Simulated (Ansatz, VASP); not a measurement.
Given: the input of a run of VASP 6.6.1 on TePb. 

File INCAR:

```
PREC = Accurate
ENCUT = 600
EDIFF = 1E-6
ISMEAR = -1
SIGMA = 0.05
LREAL = F
LASPH = T
NELM = 100
ALGO = Normal
ISIF = 3
LWAVE = F
LCHARG = F
GGA = PS
IVDW = 13
IBRION = 2
NSW = 40
EDIFFG = -0.01
```

File KPOINTS:

```
Automatic mesh
0
Gamma
  7 7 7
```

File POSCAR:

```
TePb
1.0
    0.0000000000      3.2310000000      3.2310000000
    3.2310000000      0.0000000000      3.2310000000
    3.2310000000      3.2310000000      0.0000000000
Pb Te
1 1
Direct
    0.0000000000      0.0000000000      0.0000000000
    0.5000000000      0.5000000000      0.5000000000
```

Potentials or basis: VASP PAW PBE potentials, release 64 (Pb_d, Te).

Command:

```bash
$ cat potpaw_PBE.64/Pb_d/POTCAR potpaw_PBE.64/Te/POTCAR > POTCAR
$ mpirun -np 1 vasp_std > vasp.out
```

**Question.** What does the same run look like in Ansatz 0.2.0? Potentials or basis there: Ansatz PAW, cutoff 420 eV.

**Answer.** As run (cutoffs and basis follow the program's own potentials, and thresholds, step limits or extra output files can differ):

The input input.yaml:

```yaml
crystal:
  lattice:
    - [0.0, 3.231, 3.231]
    - [3.231, 0.0, 3.231]
    - [3.231, 3.231, 0.0]
  atoms:
    - { symbol: Pb, position: [0.0, 0.0, 0.0] }
    - { symbol: Te, position: [0.5, 0.5, 0.5] }
hamiltonian:
  xc: pbesol
  pseudopotentials: { kind: paw }
  dispersion: d4
kpoints:
  mp_grid: { grid: [7, 7, 7] }
scf:
  occupations: { method: fermi_dirac, width: 0.05 }
output:
  forces: true
  stress: true
  eigenvalues: true
relax:
  f_tol: 0.01
  max_steps: 40
  cell: { stress_tol: 0.05 }
```

Potentials or basis: Ansatz PAW.

The run is started by

```bash
$ ansatz run input.yaml --threads 2 --pin off --max-ram 5632MiB --backend cpu --events-out ev --progress --plain --runs-dir out
```

Both were run:

|  | VASP | Ansatz |
| --- | --- | --- |
| Relaxed volume | 32.60 Å³/atom | 32.62 Å³/atom |
| Relaxed cell | a = 4.518 Å, b = 4.518 Å, c = 4.518 Å, α = 60.00°, β = 60.00°, γ = 60.00° | a = 4.518 Å, b = 4.518 Å, c = 4.518 Å, α = 60.00°, β = 60.00°, γ = 60.00° |
| Space group after relaxing | Fm-3m (No. 225) | Fm-3m (No. 225) |
| Pressure after relaxing | 0.0 GPa | 0.0 GPa |

Ansatz's pressure holds a Pulay term of +0.02 GPa for its cutoff of 420 eV, which the other run lacks.

The potentials hold 20 and 30 valence electrons a cell.

VASP's potentials were made for PBE. Ansatz's potentials were made for PBE.

Where Ansatz's input types no cutoff or centring, it takes its own default and a Γ-centred mesh.

Pressure is positive in compression.
